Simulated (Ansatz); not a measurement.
Runs of Ansatz 0.2.0 on CsPbCl3. The structure is cubic, space group Pm-3m (No. 221). The conventional cell has a = 5.605 Å, b = 5.605 Å, c = 5.605 Å, α = 90.00°, β = 90.00°, γ = 90.00°. Around Pb (site symmetry m-3m) lie 6 Cl at 2.80 Å. Cs (site symmetry m-3m) has 12 Cl at 3.96 Å as nearest neighbours. Around Cl (site symmetry 4/mmm) lie 2 Pb at 2.80 Å. 

| task | level | cell | cutoff (eV) | points for each segment of the path | gap on the mesh (eV) | pressure (GPa) | relaxed volume (Å³/atom) |
| --- | --- | --- | --- | --- | --- | --- | --- |
| relaxation of cell and atoms | r2SCAN | relaxed | 500 | - | 3.39 | 0.0 | 36.46 |
| relaxation of cell and atoms | PBE | relaxed | 420 | - | 3.09 | 0.0 | (b) |
| band structure | r2SCAN | as given | 500 | 14 | - | 1.0 | - |
| band structure | PBE | as given | 420 | 14 | - | 1.7 | - |
| relaxation of cell and atoms | LDA | relaxed | 420 | - | (c) | 0.0 | (a) |

Alike in all rows: potentials or basis Ansatz PAW; no spin polarisation; k mesh 5 × 5 × 5; smearing fermi-dirac 0.05 eV.

Problem. Fill in the values left out.

Solution. (a) 33.54; (b) 37.69; (c) 2.69.

Caveats: odd divisions of the mesh miss points on the zone boundary, where band edges often lie, so the gap on the mesh can be too wide (some runs); the plane-wave basis is chosen anew once the cell has moved, so the energies of steps on either side of that aren't comparable (some runs); spin-orbit coupling is left out, which as a rule narrows the gap of such compounds by several tenths of an eV (some runs); the PAW data sets come from PBE, with cores solved anew for the run's functional, which leaves a small shift of forces and pressure (some runs); spin-orbit coupling is left out, which moves the levels of the heavy elements (some runs).

A k mesh can miss the band edges, and the runs leave out spin-orbit coupling on Cs, Pb.
